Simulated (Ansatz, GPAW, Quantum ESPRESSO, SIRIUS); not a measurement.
**Ni3Ge: energy against volume and a worked fit**

Symmetry: Pm-3m, No. 221, cubic system. The conventional cell has a = 3.530 Å, b = 3.530 Å, c = 3.530 Å, α = 90.00°, β = 90.00°, γ = 90.00°. Ge (site symmetry m-3m) has 12 Ni at 2.50 Å as nearest neighbours. Ni (site symmetry 4/mmm) is surrounded by 4 Ge at 2.50 Å and 8 Ni at 2.50 Å.

The cell comes from a database or a generator and needn't be the stable form of this composition.

The cell was scaled at fixed shape and fractions and run with SIRIUS, all-electron FP-LAPW, apw+lo standard; PBEsol, k mesh 8 × 8 × 8 on the cell of 4 atoms, fermi-dirac occupations of 0.05 eV, collinear spin, ferromagnetic start, no spin-orbit coupling. Energies are those that the program minimises, any entropy of the smearing included. For a metal such a mesh isn't converged to the digits shown. The magnetic state is the one that the start led to, which needn't be the lowest.

| V (Å³/atom) | energy over the lowest row (meV/atom) |
| --- | --- |
| 10.3399 | 24.99 |
| 10.5599 | ? |
| 10.7799 | 1.46 |
| 10.9999 | 0.00 |
| 11.2199 | 4.52 |
| 11.4399 | 14.06 |
| 11.6599 | 28.34 |

**Question.** Fit the third-order Birch-Murnaghan form, give V0, B0 and B′, and predict the energy left open.

**Answer.** With y = (V0/V)^(2/3), E = E0 + (9 V0 B0/16) [(y - 1)³ B′ + (y - 1)² (6 - 4y)]. Least squares through the rows shown give V0 = 10.9398 Å³/atom, E0 = -0.19 meV, B0 = 219.1 GPa (1 eV/Å³ = 160.218 GPa) and B′ = 5.01, with a largest miss of 0.05 meV. At V = 10.5599 the form with these constants gives 9.49 meV; the run gave 9.49 meV an atom. Other set-ups at this level, from all their volumes (Å³/atom, GPa): GPAW, PAW data sets generated for this functional: V0 11.069, B0 221.6; Ansatz, all-electron LAPW, scalar-relativistic: V0 10.952, B0 218.4; Quantum ESPRESSO, GBRV 1.5 PBEsol: V0 10.957, B0 218.1.
